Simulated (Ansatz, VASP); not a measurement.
Two plane-wave programs on W

File INCAR:

```
SYSTEM = W
PREC = Accurate
ENCUT = 520
EDIFF = 1E-7
ISMEAR = 0
SIGMA = 0.1
LREAL = .FALSE.
LASPH = .TRUE.
NELM = 100
ALGO = Normal
ISIF = 2
LWAVE = .FALSE.
LCHARG = .FALSE.
GGA = PS
NBANDS = 21
```

KPOINTS

```
regular mesh
0
G
  6 6 4
  0 0 0
```

POSCAR

```
W
1.0
    3.1123194455      0.0000000000      0.0000000000
   -1.5561597228      2.6953477045      0.0000000000
    0.0000000000      0.0000000000      5.3224291524
W
2
Direct
    0.6666666700      0.3333333300      0.7500000000
    0.3333333300      0.6666666700      0.2500000000
```

Input for Ansatz:

```yaml
crystal:
  lattice:
    - [3.1123194455, 0.0, 0.0]
    - [-1.5561597228, 2.6953477045, 0.0]
    - [0.0, 0.0, 5.3224291524]
  atoms:
    - { symbol: W, position: [0.66666667, 0.33333333, 0.75] }
    - { symbol: W, position: [0.33333333, 0.66666667, 0.25] }
basis:
  ecutwfc: 420
kpoints:
  mp_grid: { grid: [6, 6, 4] }
hamiltonian:
  xc: pbesol
scf:
  occupations: { method: gaussian, width: 0.1 }
output:
  forces: true
  stress: true
  eigenvalues: true
```

Alike in both runs: task single point; functional PBEsol; k mesh 6 × 6 × 4; occupations gaussian, width 0.1 eV; no spin polarisation.

```csv
,VASP,Ansatz
version,VASP 6.6.1,Ansatz 0.2.0
potentials or method,"VASP PAW PBE potentials, release 64 (W_sv)","scalar-relativistic, plane waves, PAW"
plane-wave cutoff (eV),520,420
valence electrons in the cell,28,28
```

```tsv
	VASP	Ansatz	Ansatz less VASP
gap on the k mesh at the Fermi level (eV)	none	none	-
pressure (GPa)	-49.4	-49.4	+0.02
largest component of the traceless stress (GPa)	9.10	9.10	+0.007
```

A gap of «none» marks a metal or a gap that the smearing closes.

Caveats: the k mesh is coarse (spacing up to 0.39 Å⁻¹), so the values aren't converged; the cell as given lies far from equilibrium; so large a pressure means that the cell lies far from this level's equilibrium, or that cutoff or potentials fall short (VASP); the potentials were made for another functional, which shifts forces and pressure (VASP). Spin-orbit coupling is left out, which matters for the levels of W.
